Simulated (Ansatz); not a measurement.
Bi₂Te₃: energy less free atoms and pressure as volume scale varies

Periodic Kohn-Sham DFT of a crystal at fixed atoms, scaled to volume_scale times the given cell; pressure positive in compression, energy less spherical unpolarised free atoms, largest_vzz the field gradient of largest size among the nuclei. The results are calculated, by Ansatz 0.2.0.

The cell before it is scaled or strained (space group R-3m, No. 166):
```
CELL_PARAMETERS angstrom
2.19300 1.26610 10.16570
-2.19300 1.26610 10.16570
0.00000 -2.53230 10.16570
ATOMIC_POSITIONS crystal
Bi 0.40000 0.40000 0.40000
Bi 0.60000 0.60000 0.60000
Te 0.00000 0.00000 0.00000
Te 0.20950 0.20950 0.20950
Te 0.79050 0.79050 0.79050
```

Settings of every row: method all-electron LAPW; functional PBE; relativity scalar; k mesh 7x7x7; filling fermi-dirac; smearing width 0.08 eV; basis error target 1 meV/atom; nucleus gaussian.

Atom start moment: 0 on all atoms.

Limits: a layered crystal: even scaling strains the bonds within the layers, so this curve is stiffer than the crystal under pressure; no spin-orbit coupling on heavy atoms; small gap, it may come from the mesh.

| row | volume scale | V (Å³/atom) | energy less free atoms (eV/atom) | pressure (GPa) |
| --- | --- | --- | --- | --- |
| 1 | 0.94 | 31.839 | -3.6058 | 5.841 |
| 2 | 0.96 | 32.517 | ? | ? |
| 3 | 0.98 | 33.194 | -3.6431 | 3.088 |
| 4 | 0.99 | 33.533 | -3.649 | 2.488 |
| 5 | 1 | 33.871 | -3.6536 | 1.919 |
| 6 | 1.01 | 34.21 | -3.6571 | 1.381 |
| 7 | 1.02 | 34.549 | -3.6595 | 0.87 |
| 8 | 1.04 | 35.227 | -3.6611 | -0.072 |
| 9 | 1.06 | 35.904 | -3.659 | -0.918 |

Question: what energy less free atoms and pressure should row 2 give?

Worked fit of energy less free atoms. Take u = (V_r/V)^(2/3) − 1 with V_r = 34.041 Å³ an atom, which is twice the finite (Eulerian) strain; such expansions in the strain, on which the Birch-Murnaghan equation of state is built, carry the rest volume and the bulk modulus. The shown rows have u = 0.04559, 0.01694, 0.01007, 0.00334, -0.0033, -0.00983, -0.02257, -0.0349. Least squares give energy less free atoms = −3.65551 + 0.5235 × u + 12.265 × u² + 3.7 × u³ eV/atom; a parabola predicts inner rows, each left out in turn, worse (root mean square 5.9e-05 against 2.6e-05 eV/atom). All shown rows lie on it to the printed digit. Its lowest point lies at u = -0.0216, or V = 35.17 Å³ an atom, and the curvature there gives the bulk modulus at fixed shape and fractions, B = (4/9)(1 + u)² E″(u)/V = 46.6 GPa. Letting shape and atoms relax would as a rule lower it, by much in layered, chain or molecular crystals. The withheld row has u = 0.03101, so the fit gives −3.65551 + 0.5235 × (0.03101) + 12.265 × (0.03101)² + 3.7 × (0.03101)³ = -3.6274 eV/atom.

The calculation gave -3.6273 eV/atom. The fit lies 0.0001 eV/atom (0.18 % of the column's range) below it, one unit of the last digit.

Worked fit of pressure. Take u = (V_r/V)^(2/3) − 1 with V_r = 34.041 Å³ an atom, which is twice the finite (Eulerian) strain; such expansions in the strain, on which the Birch-Murnaghan equation of state is built, carry the rest volume and the bulk modulus. The shown rows have u = 0.04559, 0.01694, 0.01007, 0.00334, -0.0033, -0.00983, -0.02257, -0.0349. Least squares give pressure = 1.6463 + 81.19 × u + 228.17 × u² + 201 × u³ GPa; a parabola predicts inner rows, each left out in turn, worse (root mean square 0.0031 against 0.00074 GPa). The rows lie off it by 0.000, 0.000, 0.001, -0.001, 0.000, 0.000, 0.000, 0.000. The pressure vanishes at u = -0.0216, or V = 35.17 Å³ an atom, and there the bulk modulus at fixed shape and fractions is B = −V dP/dV = (2/3)(1 + u) dP/du = 46.7 GPa. Letting shape and atoms relax would as a rule lower it, by much in layered, chain or molecular crystals. The withheld row has u = 0.03101, so the fit gives 1.6463 + 81.19 × (0.03101) + 228.17 × (0.03101)² + 201 × (0.03101)³ = 4.389 GPa.

The calculation gave 4.39 GPa. The fit lies 0.001 GPa (0.015 % of the column's range) below it, one unit of the last digit.
